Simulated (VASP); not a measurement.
# PbF2 (Fluorocronite) (Fm-3m) in VASP: notebook

The runs below take PbF2 (Fluorocronite) through single point, with PBE, HSEsol.

All numbers are computed with VASP 6.6.1; they aren't measurements. Logs are shortened: lines on timing, memory, paths and dates and some standing lists are left out, and cuts for length are marked.

## Step 1: The crystal as given

It takes space group Fm-3m (No. 225, cubic). The conventional cell has a = 5.927 Å, b = 5.927 Å, c = 5.927 Å, α = 90.00°, β = 90.00°, γ = 90.00°. Pb (site symmetry m-3m) is surrounded by 8 F at 2.57 Å. F (site symmetry -43m) has 4 Pb at 2.57 Å as nearest neighbours.

## Step 2: Single point, PBE

INCAR reads:

```
PREC = Accurate
ENCUT = 550
EDIFF = 1E-6
ISMEAR = 0
SIGMA = 0.05
LREAL = False
LASPH = True
NELM = 80
ALGO = Normal
ISIF = 2
LWAVE = False
LCHARG = False
GGA = PE
NBANDS = 22
```

KPOINTS reads:

```
Automatic mesh
0
Gamma
  8 8 8
```

POSCAR reads:

```
PbF2
1.0
    0.0000000000      2.9636600000      2.9636600000
    2.9636600000      0.0000000000      2.9636600000
    2.9636600000      2.9636600000      0.0000000000
Pb F
1 2
Cartesian
    0.0000000000      0.0000000000      0.0000000000
    4.4454900000      4.4454900000      4.4454900000
    1.4818300000      1.4818300000      1.4818300000
```

Potentials or basis: VASP PAW PBE potentials, release 64 (Pb_d_GW, F_GW).

Run with:

```console
> cat potpaw_PBE.64/Pb_d_GW/POTCAR potpaw_PBE.64/F_GW/POTCAR > POTCAR
> mpirun -np 1 vasp_std > vasp.out
```

OUTCAR:

```text
PREC = Accurate
   ENCUT = 550
   EDIFF = 1E-6
   ISMEAR = 0
   LREAL = False
   LASPH = True
   NELM = 80
   ISIF = 2
   GGA = PE

 ion  position               nearest neighbor table
   1  0.000  0.000  0.000-
   2  0.750  0.750  0.750-
   3  0.250  0.250  0.250-

  LATTYP: Found a face centered cubic cell.
 ALAT       =     5.9273200000

  Lattice vectors:

 A1 = (   0.0000000000,   2.9636600000,   2.9636600000)
 A2 = (   2.9636600000,   0.0000000000,   2.9636600000)
 A3 = (   2.9636600000,   2.9636600000,   0.0000000000)

Analysis of symmetry for initial positions (statically):
=====================================================================
 Subroutine PRICEL returns:
 Original cell was already a primitive cell.

 Routine SETGRP: Setting up the symmetry group for a
 face centered cubic supercell.

 Subroutine GETGRP returns: Found 48 space group operations
 (whereof 48 operations were pure point group operations)
 out of a pool of 48 trial point group operations.

The static configuration has the point symmetry O_h .

Analysis of symmetry for dynamics (positions and initial velocities):
=====================================================================
 Subroutine PRICEL returns:
 Original cell was already a primitive cell.

 Routine SETGRP: Setting up the symmetry group for a
 face centered cubic supercell.

 Subroutine GETGRP returns: Found 48 space group operations
 (whereof 48 operations were pure point group operations)
 out of a pool of 48 trial point group operations.

The dynamic configuration has the point symmetry O_h .

 Subroutine INISYM returns: Found 48 space group operations
 (whereof 48 operations are pure point group operations),
 and found     1 'primitive' translations

----------------------------------------------------------------------------------------

                                     Primitive cell

  volume of cell :      52.0613

  direct lattice vectors                    reciprocal lattice vectors
     0.000000000  2.963660000  2.963660000    -0.168710311  0.168710311  0.168710311
     2.963660000  0.000000000  2.963660000     0.168710311 -0.168710311  0.168710311
     2.963660000  2.963660000  0.000000000     0.168710311  0.168710311 -0.168710311

[... 80 lines left out ...]
   LNONCOLLINEAR =      F non collinear calculations
   LSORBIT =      F    spin-orbit coupling
   LASPH  =      T    aspherical Exc in radial PAW
   ENCUT  =  550.0 eV  40.42 Ry    6.36 a.u.   8.01  8.01  8.01*2*pi/ulx,y,z
   NELM   =     80;   NELMIN=  2; NELMDL= -5     # of ELM steps
   EDIFF  = 0.1E-05   stopping-criterion for ELM
   LREAL  =      F    real-space projection
   EDIFFG = 0.1E-04   stopping-criterion for IOM
   NSW    =      0    number of steps for IOM
   IBRION =     -1    ionic relax: 0-MD 1-quasi-New 2-CG
   NFREE  =      0    steps in history (QN), initial steepest desc. (CG)
   ISIF   =      2    stress and relaxation
   ISYM   =      2    0-nonsym 1-usesym 2-fastsym
   POTIM  = 0.5000    time-step for ionic-motion
   TEBEG  =    0.0;   TEEND  =   0.0 temperature during run
   PSTRESS=    0.0 pullay stress
   NELECT =      30.0000    total number of electrons
   NUPDOWN=      -1.0000    fix difference up-down
   EMIN   =  10.00;   EMAX   =-10.00  energy-range for DOS
   EFERMI =   0.00;   METHOD = LEGACY
   ISMEAR =     0;   SIGMA  =   0.05  broadening in eV -4-tet -1-fermi 0-gaus
   EFERMI_NEDOS =   21; number of points for ismear=-14 and -15
   IALGO  =     38    algorithm
   IMIX   =      4    mixing-type and parameters
     AMIX     =   0.40;   BMIX     =  1.00
     AMIX_MAG =   1.60;   BMIX_MAG =  1.00
  volume/ion in A,a.u.               =      17.35       117.11
  Fermi-wavevector in a.u.,A,eV,Ry     =   1.362313  2.574398 25.251004  1.855896
  Thomas-Fermi vector in A             =   2.488813
   LORBIT       =      0    0 simple, 1 ext, 2 COOP (PROOUT), +10 PAW based schemes
   GGA     = PE    functional components
   LHFCALC =     F    Hartree Fock is set to
   AEXX    =    0.0000 exact exchange contribution
   IVDW    =     0    specifies the selected vdW correction
   LEPSILON=     F    determine dielectric tensor
   LRPA    =     F    only Hartree local field effects (RPA)
 non-spin polarized calculation
 Gauss-broadening in eV      SIGMA  =   0.05
  energy-cutoff  :      550.00
  volume of cell :       52.06
 maximum number of plane-waves:      1540
   NGX = 17   NGY = 17   NGZ = 17

 number of electron      29.9999989 magnetization

 Free energy of the ion-electron system (eV)
  ---------------------------------------------------
  ext. energy  EPLUGINS =         0.00000000
  ---------------------------------------------------
  free energy    TOTEN  =       -14.33236270 eV

  energy without entropy =      -14.33236270  energy(sigma->0) =      -14.33236270

 E-fermi :   0.6165     XC(G=0):  -9.4796

 val. band max:        0.1562589366   @ k =  -0.2500   0.5000   0.2500
 cond. band min:       4.5759564171   @ k =   0.5000   0.5000   0.0000
 fundamental gap:      4.4196974805
 Fermi energy:         0.6165176410

 k-point     1 :       0.0000    0.0000    0.0000
  band No.  band energies     occupation
      1    -136.8498      2.00000
      2     -20.9355      2.00000
      3     -20.3141      2.00000
      4     -14.2321      2.00000
      5     -14.2321      2.00000
      6     -14.2321      2.00000
[... 589 lines left out ...]
     21      16.2526      0.00000
     22      16.7090      0.00000

 [... further k-points ...]

------------------------ aborting loop because EDIFF is reached ----------------------------------------

  FORCE on cell =-STRESS in cart. coord.  units (eV):
  Direction    XX          YY          ZZ          XY          YZ          ZX
  --------------------------------------------------------------------------------------
  -------------------------------------------------------------------------------------
  Total        0.5312586      0.5312586      0.5312586     -0.0000000      0.0000000     -0.0000000
  in kB       16.3493855     16.3493855     16.3493855     -0.0000000      0.0000000     -0.0000000
  external PRESSURE =      16.3493855 kB  Pullay stress =       0.0000000 kB

 VOLUME and BASIS-vectors are now :
 -----------------------------------------------------------------------------
  energy-cutoff  :      550.00
  volume of cell :       52.06
      direct lattice vectors                 reciprocal lattice vectors
     0.000000000  2.963660000  2.963660000    -0.168710311  0.168710311  0.168710311
     2.963660000  0.000000000  2.963660000     0.168710311 -0.168710311  0.168710311
     2.963660000  2.963660000  0.000000000     0.168710311  0.168710311 -0.168710311

 POSITION                                       TOTAL-FORCE (eV/Angst)
 -----------------------------------------------------------------------------------
      0.00000      0.00000      0.00000        -0.000000     -0.000000     -0.000000
      4.44549      4.44549      4.44549        -0.000000     -0.000000     -0.000000
      1.48183      1.48183      1.48183         0.000000      0.000000      0.000000
 -----------------------------------------------------------------------------------
    total drift:                                0.000000     -0.000000      0.000000

  FREE ENERGIE OF THE ION-ELECTRON SYSTEM (eV)
  ---------------------------------------------------
  free  energy   TOTEN  =       -14.3323627027 eV

  energy  without entropy=      -14.3323627027  energy(sigma->0) =      -14.33236270
```

stdout:

```text
POSCAR found type information on POSCAR PbF
 POSCAR found :  2 types and       3 ions
 scaLAPACK will be used
 LDA part: xc-table for (Slater+PW92), standard interpolation
 POSCAR, INCAR and KPOINTS ok, starting setup
 FFT: planning ... GRIDC
 FFT: planning ... GRID_SOFT
 FFT: planning ... GRID
 WAVECAR not read
 entering main loop
```

It took 20 s on 1 thread of Intel Xeon Platinum 8488C (Sapphire Rapids), shared host; peak memory 0.2 GiB.

What came out:

```
Free energy            : -14.3324 eV
Band gap on the k mesh : 4.42 eV, indirect (least direct gap 4.57 eV)
```

Levels at points of the mesh, in eV from the valence-band top:
| k point | band 12 | band 13 | band 14 | band 15 | band 16 | band 17 | band 18 | band 19 |
| --- | --- | --- | --- | --- | --- | --- | --- | --- |
| (0.00, 0.00, 0.00) | -2.47 | -1.98 | -1.98 | -1.98 | 6.78 | 6.78 | 6.78 | 10.65 |
| (0.50, 0.00, 0.00) | -2.68 | -2.14 | -2.14 | -0.03 | 5.03 | 7.67 | 7.67 | 13.22 |
| (0.50, 0.50, 0.00) | -1.56 | -1.55 | -1.55 | -0.15 | 4.42 | 7.90 | 7.90 | 8.97 |

Caveat: the cutoff is under 1.25 times the usual one of these potentials, so pressure, stress and relaxed cells hold a basis-set (Pulay) error; spin-orbit coupling is left out, which as a rule narrows the gap of such compounds by several tenths of an eV. A k mesh can miss the band edges.

## Step 3: Single point, PBE

run.py reads:

```python
from ase.calculators.vasp import Vasp
from ase.dft.bandgap import bandgap
from ase.io import read

atoms = read('POSCAR')
calc = Vasp(
    directory='calc',
    xc='pbe',
    pp='PBE',
    setups='gw',
    prec='Accurate',
    encut=550,
    ediff=1e-06,
    ismear=0,
    sigma=0.05,
    lreal=False,
    lasph=True,
    nelm=80,
    algo='Normal',
    isif=2,
    lwave=False,
    lcharg=True,
    lelf=True,
    lvhar=True,
    kpts=[8, 8, 8],
    gamma=True,
    nbands=22,
)
atoms.calc = calc

print('energy (eV):', atoms.get_potential_energy())
print('free energy (eV):', atoms.get_potential_energy(force_consistent=True))
print('forces (eV/A):')
print(atoms.get_forces())
print('stress (eV/A^3, Voigt):', atoms.get_stress())
print('Fermi level (eV):', calc.get_fermi_level())
gap, top, bottom = bandgap(calc)
print('band gap (eV):', gap, 'from (spin, k, band)', top, 'to', bottom)
```

POSCAR reads:

```
PbF2
1.0
    0.0000000000      2.9636600000      2.9636600000
    2.9636600000      0.0000000000      2.9636600000
    2.9636600000      2.9636600000      0.0000000000
Pb F
1 2
Direct
    0.0000000000      0.0000000000      0.0000000000
    0.7500000000      0.7500000000      0.7500000000
    0.2500000000      0.2500000000      0.2500000000
```

Potentials or basis: VASP PAW PBE potentials, release 64 (Pb_d_GW, F_GW).

Run with:

```console
> python run.py
```

Standard output:

```text
energy (eV): -14.3323627
free energy (eV): -14.3323627
forces (eV/A):
[[-0. -0. -0.]
 [-0. -0. -0.]
 [ 0.  0.  0.]]
stress (eV/A^3, Voigt): [-0.01020448 -0.01020448 -0.01020448 -0.          0.         -0.        ]
Fermi level (eV): 0.61651764
band gap (eV): 4.4197 from (spin, k, band) (0, np.int64(28), np.int64(14)) to (0, np.int64(20), np.int64(15))
```

OUTCAR:

```text
ENCUT = 550.000000
   EDIFF = 1.00e-06
   GGA = PE
   PREC = Accurate
   ISIF = 2
   ISMEAR = 0
   NELM = 80
   LASPH = .TRUE.
   LREAL = .FALSE.

 ion  position               nearest neighbor table
   1  0.000  0.000  0.000-
   2  0.750  0.750  0.750-
   3  0.250  0.250  0.250-

  LATTYP: Found a face centered cubic cell.
[... 801 lines left out ...]
  in kB       16.3493855     16.3493855     16.3493855     -0.0000000      0.0000000     -0.0000000
  external PRESSURE =      16.3493855 kB  Pullay stress =       0.0000000 kB

 VOLUME and BASIS-vectors are now :
 -----------------------------------------------------------------------------
  energy-cutoff  :      550.00
  volume of cell :       52.06
      direct lattice vectors                 reciprocal lattice vectors
     0.000000000  2.963660000  2.963660000    -0.168710311  0.168710311  0.168710311
     2.963660000  0.000000000  2.963660000     0.168710311 -0.168710311  0.168710311
     2.963660000  2.963660000  0.000000000     0.168710311  0.168710311 -0.168710311

 POSITION                                       TOTAL-FORCE (eV/Angst)
 -----------------------------------------------------------------------------------
      0.00000      0.00000      0.00000        -0.000000     -0.000000     -0.000000
      4.44549      4.44549      4.44549        -0.000000     -0.000000     -0.000000
      1.48183      1.48183      1.48183         0.000000      0.000000      0.000000
 -----------------------------------------------------------------------------------
    total drift:                                0.000000     -0.000000      0.000000

  FREE ENERGIE OF THE ION-ELECTRON SYSTEM (eV)
  ---------------------------------------------------
  free  energy   TOTEN  =       -14.3323627027 eV

  energy  without entropy=      -14.3323627027  energy(sigma->0) =      -14.33236270
```

INCAR:

```text
ENCUT = 550.000000
SIGMA = 0.050000
EDIFF = 1.00e-06
ALGO = Normal
GGA = PE
PREC = Accurate
ISIF = 2
ISMEAR = 0
NBANDS = 22
NELM = 80
LASPH = .TRUE.
LCHARG = .TRUE.
LELF = .TRUE.
LVHAR = .TRUE.
LWAVE = .FALSE.
LREAL = .FALSE.
```

Run time: 21 s. Hardware: 1 thread of Intel Xeon Platinum 8488C (Sapphire Rapids), shared host; peak memory 0.2 GiB.

Results:

```
Free energy            : -14.3324 eV
Band gap on the k mesh : 4.42 eV, indirect (least direct gap 4.57 eV)
```

Caveat: the cutoff is under 1.25 times the usual one of these potentials, so pressure, stress and relaxed cells hold a basis-set (Pulay) error; spin-orbit coupling is left out, which as a rule narrows the gap of such compounds by several tenths of an eV.

[end of part 1 of 2]
